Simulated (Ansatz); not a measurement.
A calculation with Ansatz 0.2.0 of SrO (ASE script, structure from a POSCAR):

The input run.py:

```python
import json

import ase.io
import numpy as np

import ansatz as az

atoms = ase.io.read("POSCAR", format="vasp")
atoms.set_initial_magnetic_moments([[0.0, 0.0, 0.5], [0.0, 0.0, 0.0]])

calculation = (
    az.Crystal.from_ase(atoms)
    .calculation()
    .kpoints(7, 7, 7)
    .functional("rpbe")
    .pseudopotentials(kind="paw_fr")
    .spin("noncollinear", soc=True)
    .scf(extra_bands=6)
    .occupations(method="fixed")
    .band_structure(path=(((0.0, 0.0, 0.0), (0.5, 0.0, 0.5), (0.5, 0.25, 0.75), (0.375, 0.375, 0.75), (0.0, 0.0,
        0.0), (0.5, 0.5, 0.5), (0.625, 0.25, 0.625), (0.5, 0.25, 0.75), (0.5, 0.5, 0.5), (0.375, 0.375, 0.75)),
        ((0.625, 0.25, 0.625), (0.5, 0.0, 0.5))), intervals=14)
    .fat_bands()
    .forces()
    .stress()
    .band_table(publish=True)
)
outcome = calculation.run(threads=2, events_out="events.jsonl")

report = outcome.report
for line in open("events.jsonl"):
    event = json.loads(line)
    if event["event"] == "scf_iter":
        d = event["data"]
        print(f"SCF {d['iter']:3d}  HF = {d['harris_foulkes_ev']:.6f} eV  dr2 = {d['dr2_ev']:.2e} eV")
    elif event["event"] in ("relax_step", "md_step"):
        d = event["data"]
        print(f"{event['event']} {d['step']:3d}  E = {d['lagrangian_ev']:.6f} eV")
np.set_printoptions(precision=5, suppress=True, linewidth=110)
print("converged:", report["converged"], "after", report["n_iterations"], "iterations")
print(f"free energy {report['free_energy_ev']:.6f} eV, Fermi level {report['fermi_energy_ev']:.4f} eV")
for key in ("band_edges_ev", "magnetization_mub", "site_moments_mub", "site_moments_nc_mub", "forces_ev_ang",
                "stress_gpa"):
    if report.get(key) is not None:
        print(key, np.array(report[key]), sep="\n")
```

POSCAR

```
SrO
1.0
    0.0000000000      2.5663000000      2.5663000000
    2.5663000000      0.0000000000      2.5663000000
    2.5663000000      2.5663000000      0.0000000000
Sr O
1 1
Direct
    0.4952690000      0.5071850000      0.4933750000
    0.0032010000     -0.0027020000      0.0023100000
```

Potentials or basis: Ansatz PAW.

Command:

```console
$ python run.py
```

The cell isn't the ideal one: atoms moved at random, drawn with an rms of 0.02 Å.

Task: Write the same calculation in another form: native input, structure typed inline.

Result: As run:

File input.yaml:

```yaml
crystal:
  lattice:
    - [0.0, 2.5663, 2.5663]
    - [2.5663, 0.0, 2.5663]
    - [2.5663, 2.5663, 0.0]
  atoms:
    - { symbol: Sr, position: [0.495269, 0.507185, 0.493375], spin: 0.5, spin_axis: [0.0, 0.0, 0.5] }
    - { symbol: O, position: [0.003201, -0.002702, 0.00231] }
hamiltonian:
  xc: rpbe
  pseudopotentials: { kind: paw_fr }
magnetization:
  noncollinear: true
  spin_orbit: true
kpoints:
  mp_grid: { grid: [7, 7, 7] }
  band_path:
    path:
      - [[0.0, 0.0, 0.0], [0.5, 0.0, 0.5], [0.5, 0.25, 0.75], [0.375, 0.375, 0.75], [0.0, 0.0, 0.0], [0.5, 0.5, 0.5], [0.625, 0.25, 0.625], [0.5, 0.25, 0.75], [0.5, 0.5, 0.5], [0.375, 0.375, 0.75]]
      - [[0.625, 0.25, 0.625], [0.5, 0.0, 0.5]]
    npoints: 14
scf:
  occupations: { method: fixed }
  n_extra_bands: 6
output:
  forces: true
  stress: true
  eigenvalues: true
  fatbands: true
```

Potentials or basis: Ansatz PAW.

The run is started by

```sh
$ ansatz run input.yaml --threads 2 --pin off --max-ram 5120MiB --backend cpu --events-out ev --progress --plain --runs-dir out
```

Both were run:

|  | ASE script, structure from a POSCAR | native input, structure typed inline |
| --- | --- | --- |
| Pressure | 6.4 GPa | 6.4 GPa |
| Largest force | 0.102 eV/Å | 0.102 eV/Å |
| Band gap on the k mesh | 3.51 eV, indirect (least direct gap 3.57 eV) | 3.51 eV, indirect (least direct gap 3.57 eV) |
| Band gap along the path | 3.42 eV, indirect (least direct gap 3.47 eV) | 3.42 eV, indirect (least direct gap 3.47 eV) |
| Net moment | 0.00 μB per cell | 0.00 μB per cell |
| Absolute moment | 0.00 μB per cell | 0.00 μB per cell |

Keys that steer only the numerical path or the files written may differ.

Caveat: the k mesh misses the band edges, so the gap on the mesh is wider than the one along the path; the pressure holds a Pulay correction of +0.3 GPa for the finite cutoff; the PAW data sets come from PBE, with cores solved anew for the run's functional, which leaves a small shift of forces and pressure; the starting moments weren't kept; the thresholds are loose for stress.
